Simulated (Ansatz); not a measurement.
Runs of Ansatz 0.2.0 on CdF2. Symmetry: Fm-3m, No. 225, cubic system. Conventional cell: a = 5.388 Å, b = 5.388 Å, c = 5.388 Å, α = 90.00°, β = 90.00°, γ = 90.00°. Around Cd (site symmetry m-3m) lie 8 F at 2.33 Å. Around F (site symmetry -43m) lie 4 Cd at 2.33 Å. 

```csv
task,level,potentials or basis,cell,k mesh,cutoff (eV),points for each segment of the path,gap on the mesh (eV),pressure (GPa),V0 of scaled cells (Å³/atom),B0 (GPa)
band structure,r2SCAN0,Ansatz PAW,as given,5 × 5 × 5,500,4,(a),-,-,-
band structure,r2SCANh,Ansatz PAW,as given,5 × 5 × 5,500,4,(c),-,-,-
band structure,PBE,Ansatz PAW,as given,7 × 7 × 7,420,14,3.16,5.5,-,-
relaxation of cell and atoms,RPBE,Ansatz PAW,relaxed,9 × 9 × 9,420,-,(b),0.0,-,-
equation of state,PBE,Ansatz PAW,as given,9 × 9 × 9,420,-,-,-,13.72,94
band structure,PBE,Ansatz PAW,as given,9 × 9 × 9,420,14,3.13,5.5,-,-
equation of state,PBE,Ansatz PAW soft_1,as given,9 × 9 × 9,420,-,-,-,13.73,94
band structure,HSE06,Ansatz PAW,as given,6 × 6 × 6,420,4,5.23,-,-,-
```

Alike in all rows: no spin polarisation; smearing fermi-dirac 0.05 eV.

Estimate the missing entries.

(a) 6.52; (b) 2.96; (c) 4.92.

Caveats: the PAW data sets come from PBE, with cores solved anew for the run's functional, which leaves a small shift of forces and pressure (some runs); the k mesh misses the band edges, so the gap on the mesh is wider than the one along the path (some runs); the potentials were made for another functional, which shifts forces and pressure (some runs); odd divisions of the mesh miss points on the zone boundary, where band edges often lie, so the gap on the mesh can be too wide (some runs); the plane-wave basis is chosen anew once the cell has moved, so the energies of steps on either side of that aren't comparable (some runs).

A k mesh can miss the band edges, and the runs leave out spin-orbit coupling on Cd.

Not every run made on this cell is shown here.
